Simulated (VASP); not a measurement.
# F (C2/c) in VASP: electric field gradients with PBE

Aim: the electric field gradients of F with PBE.

All numbers are computed with VASP 6.6.1; they aren't measurements. Logs are shortened: lines on timing, memory, paths and dates and some standing lists are left out, and cuts for length are marked.

## 1. The crystal as given

The structure is monoclinic, space group C2/c (No. 15). The conventional cell has a = 5.500 Å, b = 3.280 Å, c = 7.280 Å, α = 90.00°, β = 102.17°, γ = 90.00°. F (site symmetry 1) is surrounded by 1 F at 1.49 Å.

## 2. Electric field gradients, PBE

INCAR

```
SYSTEM = F
PREC     = Accurate       ! precision mode
ENCUT    = 520            ! plane-wave cutoff, eV
EDIFF    = 1E-8           ! SCF threshold, eV
ISMEAR   = -1             ! smearing method
SIGMA    = 0.02           ! smearing width, eV
LREAL    = .FALSE.        ! projectors in reciprocal space
LASPH    = .TRUE.         ! aspherical terms in the spheres
NELM     = 100            ! most SCF steps
ALGO     = Fast           ! electronic algorithm
ISIF     = 2              ! what is computed and relaxed
LWAVE    = .FALSE.        ! write WAVECAR
LCHARG   = .FALSE.        ! write CHGCAR
GGA      = PE             ! functional
LEFG     = .TRUE.       
NBANDS   = 22             ! bands
```

KPOINTS

```
Automatic mesh
0
G
  9 9 4
  0 0 0
```

POSCAR

```
F
1.0
    2.7500000000     -1.6400000000      0.0000000000
    2.7500000000      1.6400000000      0.0000000000
   -1.5347200000      0.0000000000      7.1163900000
F
4
Direct
    0.9680000000      0.6020000000      0.0997000000
    0.3980000000      0.0320000000      0.4003000000
    0.0320000000      0.3980000000      0.9003000000
    0.6020000000      0.9680000000      0.5997000000
```

Potentials or basis: VASP PAW PBE potentials, release 64 (F).

Command:

```console
cat potpaw_PBE.64/F/POTCAR > POTCAR
mpirun -np 1 vasp_std > vasp.out
```

OUTCAR:

```text
SYSTEM = F
   PREC = Accurate
   ENCUT = 520
   EDIFF = 1E-8
   ISMEAR = -1
   LREAL = .FALSE.
   LASPH = .TRUE.
   NELM = 100
   ISIF = 2
   GGA = PE

 ion  position               nearest neighbor table
   1  0.968  0.602  0.100-   3 1.49
   2  0.398  0.032  0.400-   4 1.49
   3  0.032  0.398  0.900-   1 1.49
   4  0.602  0.968  0.600-   2 1.49

  LATTYP: Found a base centered monoclinic cell.
 ALAT       =     5.5000000000
 B/A-ratio  =     0.5963636364
 C/A-ratio  =     1.3236360154
 COS(beta)  =    -0.2108132423

  Lattice vectors:

 A1 = (   2.7500000000,  -1.6400000000,   0.0000000000)
 A2 = (   2.7500000000,   1.6400000000,   0.0000000000)
 A3 = (  -1.5347200000,   0.0000000000,   7.1163900000)

Analysis of symmetry for initial positions (statically):
=====================================================================
 Subroutine PRICEL returns:
 Original cell was already a primitive cell.

 Routine SETGRP: Setting up the symmetry group for a
 base centered monoclinic supercell.

 Subroutine GETGRP returns: Found  4 space group operations
 (whereof  2 operations were pure point group operations)
 out of a pool of  4 trial point group operations.

The static configuration has the point symmetry S_2 .
 The point group associated with its full space group is C_2h.

Analysis of symmetry for dynamics (positions and initial velocities):
=====================================================================
 Subroutine PRICEL returns:
 Original cell was already a primitive cell.

 Routine SETGRP: Setting up the symmetry group for a
 base centered monoclinic supercell.

 Subroutine GETGRP returns: Found  4 space group operations
 (whereof  2 operations were pure point group operations)
 out of a pool of  4 trial point group operations.

The dynamic configuration has the point symmetry S_2 .
 The point group associated with its full space group is C_2h.

 Subroutine INISYM returns: Found  4 space group operations
 (whereof  2 operations are pure point group operations),
 and found     1 'primitive' translations

----------------------------------------------------------------------------------------

                                     Primitive cell

  volume of cell :      64.1898

  direct lattice vectors                    reciprocal lattice vectors
     2.750000000 -1.640000000  0.000000000     0.181818182 -0.304878049  0.039210892
     2.750000000  1.640000000  0.000000000     0.181818182  0.304878049  0.039210892
    -1.534720000  0.000000000  7.116390000     0.000000000  0.000000000  0.140520685

  length of vectors
     3.201890067  3.201890067  7.279998085     0.357135786  0.357135786  0.140520685

  position of ions in fractional coordinates (direct lattice)
     0.968000000  0.602000000  0.099700000
     0.398000000  0.032000000  0.400300000
     0.032000000  0.398000000  0.900300000
     0.602000000  0.968000000  0.599700000

  ion indices of the primitive-cell ions
   primitive index   ion index
                 1           1
                 2           2
                 3           3
                 4           4

----------------------------------------------------------------------------------------

 KPOINTS: Automatic mesh

Automatic generation of k-mesh.
 Grid dimensions read from file:
 generate k-points for:    9    9    4

 Generating k-lattice:

  Cartesian coordinates                     Fractional coordinates (reciprocal lattice)
     0.020202020 -0.033875339  0.004356766     0.111111111 -0.000000000  0.000000000
     0.020202020  0.033875339  0.004356766    -0.000000000  0.111111111  0.000000000
     0.000000000  0.000000000  0.035130171     0.000000000  0.000000000  0.250000000
[... 41 lines left out ...]
   total plane-waves  NPLWV =  31104
   dimension x,y,z NGX =    24 NGY =   24 NGZ =   54
   dimension x,y,z NGXF=    48 NGYF=   48 NGZF=  108
   ions per type =               4
   NGX,Y,Z   is equivalent  to a cutoff of  12.46, 12.46, 12.33 a.u.
   NGXF,Y,Z  is equivalent  to a cutoff of  24.92, 24.92, 24.66 a.u.
 SYSTEM =  F
   PREC   = accura    normal or accurate (medium, high low for compatibility)
   ISTART =      0    job   : 0-new  1-cont  2-samecut
   ICHARG =      2    charge: 1-file 2-atom 10-const
   ISPIN  =      1    spin polarized calculation?
   LNONCOLLINEAR =      F non collinear calculations
   LSORBIT =      F    spin-orbit coupling
   LASPH  =      T    aspherical Exc in radial PAW
   ENCUT  =  520.0 eV  38.22 Ry    6.18 a.u.   5.95  5.95 13.54*2*pi/ulx,y,z
   NELM   =    100;   NELMIN=  2; NELMDL= -5     # of ELM steps
   EDIFF  = 0.1E-07   stopping-criterion for ELM
   LREAL  =      F    real-space projection
   EDIFFG = 0.1E-06   stopping-criterion for IOM
   NSW    =      0    number of steps for IOM
   IBRION =     -1    ionic relax: 0-MD 1-quasi-New 2-CG
   NFREE  =      0    steps in history (QN), initial steepest desc. (CG)
   ISIF   =      2    stress and relaxation
   ISYM   =      2    0-nonsym 1-usesym 2-fastsym
   POTIM  = 0.5000    time-step for ionic-motion
   TEBEG  =    0.0;   TEEND  =   0.0 temperature during run
   PSTRESS=    0.0 pullay stress
   NELECT =      28.0000    total number of electrons
   NUPDOWN=      -1.0000    fix difference up-down
   EMIN   =  10.00;   EMAX   =-10.00  energy-range for DOS
   EFERMI =   0.00;   METHOD = LEGACY
   ISMEAR =    -1;   SIGMA  =   0.02  broadening in eV -4-tet -1-fermi 0-gaus
   EFERMI_NEDOS =   21; number of points for ismear=-14 and -15
   IALGO  =     68    algorithm
   IMIX   =      4    mixing-type and parameters
     AMIX     =   0.40;   BMIX     =  1.00
     AMIX_MAG =   1.60;   BMIX_MAG =  1.00
  volume/ion in A,a.u.               =      16.05       108.29
  Fermi-wavevector in a.u.,A,eV,Ry     =   1.241572  2.346232 20.973411  1.541502
  Thomas-Fermi vector in A             =   2.375964
   LORBIT       =      0    0 simple, 1 ext, 2 COOP (PROOUT), +10 PAW based schemes
   GGA     = PE    functional components
   LHFCALC =     F    Hartree Fock is set to
   AEXX    =    0.0000 exact exchange contribution
   IVDW    =     0    specifies the selected vdW correction
   LEPSILON=     F    determine dielectric tensor
   LRPA    =     F    only Hartree local field effects (RPA)
 non-spin polarized calculation
 RMM-DIIS sequential band-by-band and
  energy-cutoff  :      520.00
  volume of cell :       64.19
 maximum number of plane-waves:      1745
   NGX = 11   NGY = 11   NGZ = 27

 number of electron      28.0000004 magnetization

 Free energy of the ion-electron system (eV)
  ---------------------------------------------------
  ext. energy  EPLUGINS =         0.00000000
  ---------------------------------------------------
  free energy    TOTEN  =        -7.18244791 eV

  energy without entropy =       -7.18244791  energy(sigma->0) =       -7.18244791

 E-fermi :  -4.9219     XC(G=0):  -7.6629

 val. band max:       -5.3985244602   @ k =   0.0000   0.0000   0.0000
 cond. band min:      -3.4737507289   @ k =   0.0000   0.0000   0.0000
 fundamental gap:      1.9247737313
 Fermi energy:        -4.9218882249

 k-point     1 :       0.0000    0.0000    0.0000
  band No.  band energies     occupation
      1     -29.2956      2.00000
      2     -29.1700      2.00000
      3     -24.3437      2.00000
      4     -24.0268      2.00000
      5     -11.5015      2.00000
      6     -10.7103      2.00000
[... 589 lines left out ...]
     21      11.3677      0.00000
     22      13.5399      0.00000

 [... further k-points ...]

------------------------ aborting loop because EDIFF is reached ----------------------------------------

  FORCE on cell =-STRESS in cart. coord.  units (eV):
  Direction    XX          YY          ZZ          XY          YZ          ZX
  --------------------------------------------------------------------------------------
  -------------------------------------------------------------------------------------
  Total        0.1082513     -0.3626494     -4.6016111      0.0000000      0.0000000     -0.2435528
  in kB        2.7019511     -9.0517229   -114.8561387      0.0000000      0.0000000     -6.0790744
  external PRESSURE =     -40.4019702 kB  Pullay stress =       0.0000000 kB

 VOLUME and BASIS-vectors are now :
 -----------------------------------------------------------------------------
  energy-cutoff  :      520.00
  volume of cell :       64.19
      direct lattice vectors                 reciprocal lattice vectors
     2.750000000 -1.640000000  0.000000000     0.181818182 -0.304878049  0.039210892
     2.750000000  1.640000000  0.000000000     0.181818182  0.304878049  0.039210892
    -1.534720000  0.000000000  7.116390000     0.000000000  0.000000000  0.140520685

 POSITION                                       TOTAL-FORCE (eV/Angst)
 -----------------------------------------------------------------------------------
      4.16449     -0.60024      0.70950        -0.114306     -0.500068     -1.583882
      0.56815     -0.60024      2.84869         0.114306     -0.500068      1.583882
     -0.19921      0.60024      6.40689         0.114306      0.500068      1.583882
      3.39713      0.60024      4.26770        -0.114306      0.500068     -1.583882
 -----------------------------------------------------------------------------------
    total drift:                                0.000000      0.000000      0.000000

  FREE ENERGIE OF THE ION-ELECTRON SYSTEM (eV)
  ---------------------------------------------------
  free  energy   TOTEN  =        -7.1824479136 eV

  energy  without entropy=       -7.1824479136  energy(sigma->0) =       -7.18244791

 Electric field gradients (V/A^2)
---------------------------------------------------------------------
 ion       V_xx      V_yy      V_zz      V_xy      V_xz      V_yz
---------------------------------------------------------------------
   1    -311.542  -231.065   542.607    16.483    46.798   263.958
   2    -311.542  -231.065   542.607   -16.483    46.798  -263.958
   3    -311.542  -231.065   542.607    16.483    46.798   263.958
   4    -311.542  -231.065   542.607   -16.483    46.798  -263.958
---------------------------------------------------------------------

 Electric field gradients after diagonalization (V/A^2)
 (convention: |V_zz| > |V_xx| > |V_yy|)
----------------------------------------------------------------------
 ion       V_xx      V_yy      V_zz     asymmetry (V_yy - V_xx)/ V_zz
----------------------------------------------------------------------
   1    -315.458  -311.245   626.703       0.007
   2    -315.458  -311.245   626.703       0.007
   3    -315.458  -311.245   626.703       0.007
   4    -315.458  -311.245   626.703       0.007
----------------------------------------------------------------------

           NMR quadrupolar parameters

 Cq : quadrupolar parameter    Cq=e*Q*V_zz/h
 eta: asymmetry parameters     (V_yy - V_xx)/ V_zz
 Q  : nuclear electric quadrupole moment in mb (millibarn)
----------------------------------------------------------------------
 ion       Cq(MHz)       eta       Q (mb)
----------------------------------------------------------------------
   1       1.515       0.007       1.000
   2       1.515       0.007       1.000
   3       1.515       0.007       1.000
   4       1.515       0.007       1.000
----------------------------------------------------------------------
```

It took 80 s on 1 thread of Intel Xeon Platinum 8488C (Sapphire Rapids), shared host; peak memory 0.21 GiB.

What came out:

| Property | Result |
| --- | --- |
| Free energy | -7.1824 eV |
| Pressure | -4.0 GPa |
| Largest force | 1.665 eV/Å |
| Band gap on the k mesh | 1.92 eV, direct |

Forces on the atoms (eV/Å):
```
F   -0.114 -0.500 -1.584
F    0.114 -0.500  1.584
F    0.114  0.500  1.584
F   -0.114  0.500 -1.584
```

Stress tensor (GPa, compression positive):
```
  0.27   0.00  -0.61
  0.00  -0.91   0.00
 -0.61   0.00 -11.49
```

Electric field gradients, principal values (V/Å²):
```
atom       Vxx       Vyy      Vzz
 1 F  -311.245  -315.458  626.703
 2 F  -311.245  -315.458  626.703
 3 F  -311.245  -315.458  626.703
 4 F  -311.245  -315.458  626.703
```

Caveat: an odd mesh through Γ misses points on the zone boundary, where band edges often lie; forces of over 1 eV/Å show positions far from the minimum, so gaps and moduli don't describe the material at rest. Expect the measured gap to be larger: semilocal functionals such as PBE lack the derivative discontinuity.
